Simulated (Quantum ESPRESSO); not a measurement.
# In (P6_3/mmc) in Quantum ESPRESSO: a series of runs, part 2 of 3

Quantum ESPRESSO 7.5. Earlier steps stand in the parts before.

## Step 3: Phonons, PBE

The input, pw.in:

```
&CONTROL
  calculation = 'scf'
  prefix = 'pwscf'
  outdir = './tmp'
  pseudo_dir = './pseudo'
  tprnfor = .true.
  tstress = .true.
  disk_io = 'low'
/
&SYSTEM
  ibrav = 0
  celldm(1) = 8
  nat = 2
  ntyp = 1
  ecutwfc = 52
  ecutrho = 312
  nbnd = 20
  occupations = 'smearing'
  smearing = 'mp'
  degauss = 0.00999582
/
&ELECTRONS
  conv_thr = 4d-10
  electron_maxstep = 120
  mixing_beta = 0.5
/
ATOMIC_SPECIES
In   114.8180 In.GGA_PBE-JTH.UPF
CELL_PARAMETERS alat
  0.7878940913546   0.0000000000000   0.0000000000000
 -0.3939470456773   0.6823362986170   0.0000000000000
  0.0000000000000   0.0000000000000   1.3013464125276
ATOMIC_POSITIONS crystal
In     0.6666666667    0.3333333333    0.7500000000
In     0.3333333333    0.6666666667    0.2500000000
K_POINTS automatic
9 9 5 0 0 0
```

The input, relax.in:

```
&CONTROL
  calculation = 'vc-relax'
  prefix = 'pwscf'
  outdir = './tmp'
  pseudo_dir = './pseudo'
  tprnfor = .true.
  tstress = .true.
  disk_io = 'low'
  nstep = 40
  forc_conv_thr = 0.0001
  etot_conv_thr = 1d-06
/
&SYSTEM
  ibrav = 0
  celldm(1) = 8
  nat = 2
  ntyp = 1
  ecutwfc = 52
  ecutrho = 312
  nbnd = 20
  occupations = 'smearing'
  smearing = 'mp'
  degauss = 0.00999582
/
&ELECTRONS
  conv_thr = 4d-10
  electron_maxstep = 120
  mixing_beta = 0.5
/
&IONS
  ion_dynamics = 'bfgs'
/
&CELL
  cell_dynamics = 'bfgs'
  press = 0
  press_conv_thr = 0.2
/
ATOMIC_SPECIES
In   114.8180 In.GGA_PBE-JTH.UPF
CELL_PARAMETERS alat
  0.7878940913546   0.0000000000000   0.0000000000000
 -0.3939470456773   0.6823362986170   0.0000000000000
  0.0000000000000   0.0000000000000   1.3013464125276
ATOMIC_POSITIONS crystal
In     0.6666666667    0.3333333333    0.7500000000
In     0.3333333333    0.6666666667    0.2500000000
K_POINTS automatic
9 9 5 0 0 0
```

The input, scf2.in:

```
&CONTROL
  calculation = 'scf'
  prefix = 'pwscf'
  outdir = './tmp'
  pseudo_dir = './pseudo'
  tprnfor = .true.
  tstress = .true.
  disk_io = 'low'
/
&SYSTEM
  ibrav = 0
  celldm(1) = 8
  nat = 2
  ntyp = 1
  ecutwfc = 52
  ecutrho = 312
  nbnd = 20
  occupations = 'smearing'
  smearing = 'mp'
  degauss = 0.00999582
/
&ELECTRONS
  conv_thr = 1d-13
  electron_maxstep = 120
  mixing_beta = 0.5
  startingpot = 'file'
  startingwfc = 'file'
/
ATOMIC_SPECIES
In   114.8180 In.GGA_PBE-JTH.UPF
CELL_PARAMETERS alat
  0.7979590130275  -0.0000000000000   0.0000000000000
 -0.3989795065138   0.6910527764606   0.0000000000000
  0.0000000000000   0.0000000000000   1.2981025355198
ATOMIC_POSITIONS crystal
In     0.6666666666    0.3333333332    0.7500000000
In     0.3333333332    0.6666666666    0.2500000000
K_POINTS automatic
9 9 5 0 0 0
```

The input, ph.in:

```
phonons of In
&INPUTPH
  prefix = 'pwscf'
  outdir = './tmp'
  tr2_ph = 1d-18
  fildyn = 'dyn'
  niter_ph = 90
  alpha_mix(1) = 0.4
/
0.0000000000 0.0000000000 0.0000000000
```

The input, dynmat.in:

```
&INPUT
  fildyn = 'dyn'
  asr = 'crystal'
  filout = 'dynmat.disp'
  fileig = 'dynmat.eig'
/
```

Potentials or basis: JTH 2.0 PBE.

Command:

```console
$ OMP_NUM_THREADS=1 pw.x -in pw.in > pw.out
$ OMP_NUM_THREADS=1 pw.x -in relax.in > relax.out
$ OMP_NUM_THREADS=1 pw.x -in scf2.in > scf2.out
$ OMP_NUM_THREADS=1 ph.x -in ph.in > ph.out
$ OMP_NUM_THREADS=1 dynmat.x -in dynmat.in > dynmat.out
```

pw.out:

```text
This program is part of the open-source Quantum ESPRESSO suite
     for quantum simulation of materials; please cite
         "P. Giannozzi et al., J. Phys.:Condens. Matter 21 395502 (2009);
         "P. Giannozzi et al., J. Phys.:Condens. Matter 29 465901 (2017);
         "P. Giannozzi et al., J. Chem. Phys. 152 154105 (2020);
     in publications or presentations arising from this work. More details at

     file In.GGA_PBE-JTH.UPF: wavefunction(s)  0S 5P 0P 4D 0D renormalized
     Message from routine setup:
     using ibrav=0 with symmetry is DISCOURAGED, use correct ibrav instead

     G-vector sticks info
     --------------------
     sticks:   dense  smooth     PW     G-vecs:    dense   smooth      PW
     Sum         847     571    163                33329    18149    2985

     Using Slab Decomposition

     bravais-lattice index     =            0
     lattice parameter (alat)  =       8.0000  a.u.
     unit-cell volume          =     358.2030 (a.u.)^3
     number of atoms/cell      =            2
     number of atomic types    =            1
     number of electrons       =        26.00
     number of Kohn-Sham states=           20
     kinetic-energy cutoff     =      52.0000  Ry
     charge density cutoff     =     312.0000  Ry
     scf convergence threshold =      4.0E-10
     mixing beta               =       0.5000
     number of iterations used =            8  plain     mixing
     Exchange-correlation= SLA PW PBX PBC
                           (   1   4   3   4   0   0   0)

     celldm(1)=   8.000000  celldm(2)=   0.000000  celldm(3)=   0.000000
     celldm(4)=   0.000000  celldm(5)=   0.000000  celldm(6)=   0.000000

     crystal axes: (cart. coord. in units of alat)
               a(1) = (   0.787894   0.000000   0.000000 )
               a(2) = (  -0.393947   0.682336   0.000000 )
               a(3) = (   0.000000   0.000000   1.301346 )

     reciprocal axes: (cart. coord. in units 2 pi/alat)
               b(1) = (  1.269206  0.732776 -0.000000 )
               b(2) = (  0.000000  1.465553  0.000000 )
               b(3) = (  0.000000 -0.000000  0.768435 )

     PseudoPot. # 1 for In read from file:
     In.GGA_PBE-JTH.UPF
     Pseudo is Projector augmented-wave + core cor, Zval = 13.0
     Generated using ATOMPAW code
     Shape of augmentation charge: BESSEL
     Using radial grid of 1088 points,  6 beta functions with:
                l(1) =   0
                l(2) =   0
                l(3) =   1
                l(4) =   1
                l(5) =   2
                l(6) =   2
     Q(r) pseudized with 0 coefficients

     atomic species   valence    mass     pseudopotential
     In               13.00   114.81800     In( 1.00)

     24 Sym. Ops., with inversion, found (12 have fractional translation)

   Cartesian axes

     site n.     atom                  positions (alat units)
         1        In     tau(   1) = (   0.3939470   0.2274454   0.9760098  )
         2        In     tau(   2) = (  -0.0000000   0.4548909   0.3253366  )

     number of k points=    36  Methfessel-Paxton smearing, width (Ry)=  0.0100
                       cart. coord. in units 2pi/alat
        k(    1) = (   0.0000000   0.0000000   0.0000000), wk =   0.0049383
        k(    2) = (   0.0000000   0.0000000   0.1536870), wk =   0.0098765
        k(    3) = (   0.0000000   0.0000000   0.3073740), wk =   0.0098765
        k(    4) = (   0.0000000   0.1628392   0.0000000), wk =   0.0296296
        k(    5) = (   0.0000000   0.1628392   0.1536870), wk =   0.0592593
        k(    6) = (   0.0000000   0.1628392   0.3073740), wk =   0.0592593
[... 28 lines left out ...]
        k(   35) = (   0.4230687   0.7327765   0.1536870), wk =   0.0197531
        k(   36) = (   0.4230687   0.7327765   0.3073740), wk =   0.0197531

     Dense  grid:    33329 G-vectors     FFT dimensions: (  36,  36,  60)

     Smooth grid:    18149 G-vectors     FFT dimensions: (  30,  30,  48)

     Initial potential from superposition of free atoms

     starting charge      25.9926, renormalised to      26.0000
     Starting wfcs are   36 randomized atomic wfcs

     Self-consistent Calculation

     iteration #  1     ecut=    52.00 Ry     beta= 0.50
     Davidson diagonalization with overlap
     ethr =  1.00E-02,  avg # of iterations =  6.3

     Threshold (ethr) on eigenvalues was too large:
     Diagonalizing with lowered threshold

     Davidson diagonalization with overlap
     ethr =  6.02E-05,  avg # of iterations =  5.0

     total energy              =    -821.51185855 Ry
     estimated scf accuracy    <       0.01568720 Ry

     iteration #  2     ecut=    52.00 Ry     beta= 0.50
     Davidson diagonalization with overlap
     ethr =  6.03E-05,  avg # of iterations =  2.0

     total energy              =    -821.51525749 Ry
     estimated scf accuracy    <       0.00127617 Ry

     iteration #  3     ecut=    52.00 Ry     beta= 0.50
     Davidson diagonalization with overlap
     ethr =  4.91E-06,  avg # of iterations =  3.1

     total energy              =    -821.51540086 Ry
     estimated scf accuracy    <       0.00032537 Ry

     iteration #  4     ecut=    52.00 Ry     beta= 0.50
     Davidson diagonalization with overlap
     ethr =  1.25E-06,  avg # of iterations =  1.6

     total energy              =    -821.51541170 Ry
     estimated scf accuracy    <       0.00000269 Ry

     iteration #  5     ecut=    52.00 Ry     beta= 0.50
     Davidson diagonalization with overlap
     ethr =  1.04E-08,  avg # of iterations =  3.5

     total energy              =    -821.51541405 Ry
     estimated scf accuracy    <       0.00000052 Ry

     iteration #  6     ecut=    52.00 Ry     beta= 0.50
     Davidson diagonalization with overlap
     ethr =  1.98E-09,  avg # of iterations =  2.0

     total energy              =    -821.51541429 Ry
     estimated scf accuracy    <          8.6E-10 Ry

     iteration #  7     ecut=    52.00 Ry     beta= 0.50
     Davidson diagonalization with overlap
     ethr =  3.29E-12,  avg # of iterations =  4.7

     End of self-consistent calculation

          k = 0.0000 0.0000 0.0000 (  2249 PWs)   bands (ev):

    -5.0592  -5.0047  -4.9793  -4.9793  -4.9530  -4.9530  -4.8797  -4.8797
    -4.7017  -4.7017   0.1728   5.1873   6.2691  18.0047  18.0047  19.8089
    19.8089  19.9154  20.5596  21.0294

          k = 0.0000 0.0000 0.1537 (  2268 PWs)   bands (ev):

    -5.0514  -5.0069  -4.9901  -4.9901  -4.9626  -4.9626  -4.8495  -4.8495
    -4.7116  -4.7116   0.3863   3.6577   8.2210  17.5057  18.1871  18.1871
    19.7106  19.7106  20.6466  20.9990

          k = 0.0000 0.0000 0.3074 (  2274 PWs)   bands (ev):

    -5.0332  -5.0156  -4.9953  -4.9953  -4.9825  -4.9825  -4.7932  -4.7932
    -4.7429  -4.7429   1.0347   2.1291  11.0067  14.1516  18.6857  18.6857
    19.3083  19.3083  20.7675  20.9053

          k = 0.0000 0.1628 0.0000 (  2261 PWs)   bands (ev):

    -5.0518  -5.0093  -4.9628  -4.9456  -4.9434  -4.9209  -4.8985  -4.8929
    -4.7282  -4.6975   0.4123   5.3901   6.5480  15.5781  16.8958  18.5877
    19.8222  20.3458  20.3832  21.9119

          k = 0.0000 0.1628 0.1537 (  2274 PWs)   bands (ev):

    -5.0470  -5.0044  -4.9851  -4.9608  -4.9582  -4.9306  -4.8587  -4.8567
    -4.7359  -4.7090   0.6269   3.8947   8.4607  15.7814  17.1104  17.6288
    18.3362  19.5891  19.7960  21.2028

          k = 0.0000 0.1628 0.3074 (  2279 PWs)   bands (ev):

    -5.0341  -5.0144  -4.9917  -4.9762  -4.9658  -4.9513  -4.8037  -4.7969
    -4.7608  -4.7435   1.2773   2.3720  11.2243  14.3377  16.3903  17.3357
    17.7351  18.6992  19.6457  20.2836

          k = 0.0000 0.3257 0.0000 (  2245 PWs)   bands (ev):

    -5.0942  -4.9887  -4.9523  -4.9482  -4.9232  -4.8666  -4.8588  -4.8374
    -4.7862  -4.6897   1.1399   6.0127   7.3579  12.2381  15.4504  16.4381
    17.8859  18.3643  19.6399  21.0667

          k = 0.0000 0.3257 0.1537 (  2261 PWs)   bands (ev):

    -5.0868  -4.9988  -4.9932  -4.9268  -4.9196  -4.8512  -4.8481  -4.8387
    -4.7759  -4.7039   1.3563   4.6049   9.1575  12.4651  15.3793  15.6876
    17.6829  18.5277  18.7956  20.4849
[... 139 lines left out ...]
          k = 0.2820 0.6514 0.1537 (  2271 PWs)   bands (ev):

    -5.0739  -5.0409  -4.9891  -4.9486  -4.9162  -4.8249  -4.7781  -4.7440
    -4.7382  -4.6736   4.9822   7.0976   8.3147   9.6625  10.5924  12.4844
    13.1310  15.0065  17.4790  22.4317

          k = 0.2820 0.6514 0.3074 (  2270 PWs)   bands (ev):

    -5.0588  -5.0450  -4.9746  -4.9585  -4.9228  -4.8312  -4.7938  -4.7755
    -4.6983  -4.6703   5.6178   6.6188   8.0280   9.0043  10.4574  11.4538
    15.2865  16.7302  19.3287  20.4028

          k = 0.4231 0.7328 0.0000 (  2277 PWs)   bands (ev):

    -5.1052  -4.9462  -4.9462  -4.9209  -4.9209  -4.8859  -4.8151  -4.7293
    -4.7293  -4.7136   6.3112   6.3112   7.8586  11.5009  11.5009  11.8862
    12.2965  12.2965  15.2168  25.8090

          k = 0.4231 0.7328 0.1537 (  2283 PWs)   bands (ev):

    -5.0707  -4.9964  -4.9964  -4.8816  -4.8816  -4.8806  -4.8211  -4.7520
    -4.7168  -4.7168   6.5108   6.5108   8.0912   9.9653   9.9653  11.0805
    14.1848  14.1848  16.3484  24.0120

          k = 0.4231 0.7328 0.3074 (  2274 PWs)   bands (ev):

    -5.0363  -5.0363  -4.9792  -4.8806  -4.8597  -4.8597  -4.8361  -4.8358
    -4.6962  -4.6962   7.0378   7.0378   8.5927   8.5927   8.7658   9.8144
    16.4376  16.4376  18.6026  21.1721

     the Fermi energy is     9.6927 ev

!    total energy              =    -821.51541435 Ry
     total all-electron energy =      -821.515414 Ry
     estimated scf accuracy    <          2.9E-10 Ry
     smearing contrib. (-TS)   =      -0.00021073 Ry
     internal energy E=F+TS    =    -821.51520361 Ry

     The total energy is F=E-TS. E is the sum of the following terms:
     one-electron contribution =     -69.21207519 Ry
     hartree contribution      =      76.57383133 Ry
     xc contribution           =     -54.94247798 Ry
     ewald contribution        =    -173.18102101 Ry
     one-center paw contrib.   =    -600.75346076 Ry

     convergence has been achieved in   7 iterations

     Forces acting on atoms (cartesian axes, Ry/au):

     atom    1 type  1   force =    -0.00000000   -0.00000000    0.00000000
     atom    2 type  1   force =    -0.00000000   -0.00000000    0.00000000

     Total force =     0.000000     Total SCF correction =     0.000000

     Computing stress (Cartesian axis) and pressure

          total   stress  (Ry/bohr**3)                   (kbar)     P=        8.84
   0.00007581  -0.00000000   0.00000000           11.15       -0.00        0.00
  -0.00000000   0.00007581   0.00000000           -0.00       11.15        0.00
   0.00000000   0.00000000   0.00002869            0.00        0.00        4.22

=------------------------------------------------------------------------------=
   JOB DONE.
=------------------------------------------------------------------------------=
```

It took 6.7 min on 1 thread of AMD EPYC 9R45 (Zen 5), shared host; peak memory 0.18 GiB.

Results:

| Property | Result |
| --- | --- |
| Free energy | -11177.2953 eV |
| Relaxed volume | 27.15 Å³/atom |
| Relaxed cell | a = 3.378 Å, b = 3.378 Å, c = 5.495 Å, α = 90.00°, β = 90.00°, γ = 120.00° |
| Space group after relaxing (to 0.05 Å) | P6_3/mmc (No. 194) |
| Pressure after relaxing | -0.1 GPa |
| Band gap on the k mesh | none (metal or under the smearing width) |
| Highest phonon frequency at Γ | 114 cm⁻¹ |

Step by step:
```
step  energy change (eV)  largest force (eV/Å)  pressure (GPa)  volume (Å³)
   1              0.0000                0.0000            0.88        53.08
   2             -0.0014                0.0000            0.71        53.32
   3             -0.0025                0.0000            0.53        53.58
   4             -0.0037                0.0000            0.28        53.95
   5             -0.0044                0.0000           -0.04        54.46
   6             -0.0044                0.0000           -0.06        54.47
   7             -0.0044                0.0000           -0.06        54.47
   8             -0.0045                0.0000           -0.06        54.46
   9             -0.0045                0.0000           -0.06        54.44
  10             -0.0046                0.0000           -0.05        54.41
  11             -0.0046                0.0000           -0.02        54.34
  12             -0.0046                0.0000           -0.01        54.31
```

Final structure:
```
In
1.0
     3.37809    0.00000    0.00000
    -1.68905    2.92552    0.00000
     0.00000    0.00000    5.49541
In
2
Direct
  0.66667 0.33333 0.75000
  0.33333 0.66667 0.25000
```

Levels at points of the mesh, in eV from the Fermi level:
```tsv
k point	band 11	band 12	band 13	band 14	band 15	band 16
(0.00, 0.00, 0.00)	-9.35	-4.32	-3.26	7.97	7.97	9.79
```

Phonon frequencies in cm⁻¹ (negative: imaginary):
```
              q point         frequencies
(0.000, 0.000, 0.000)  -1 -1 -1 33 33 114
```

Optical modes at Γ, degenerate ones joined:
```csv
cm⁻¹,components,symmetry,active in
33,2,E2g,Raman
114,1,B1g,silent
```

Caveat: the mesh is thin for the phonons of a metal.

(Continued in part 3 of 3.)
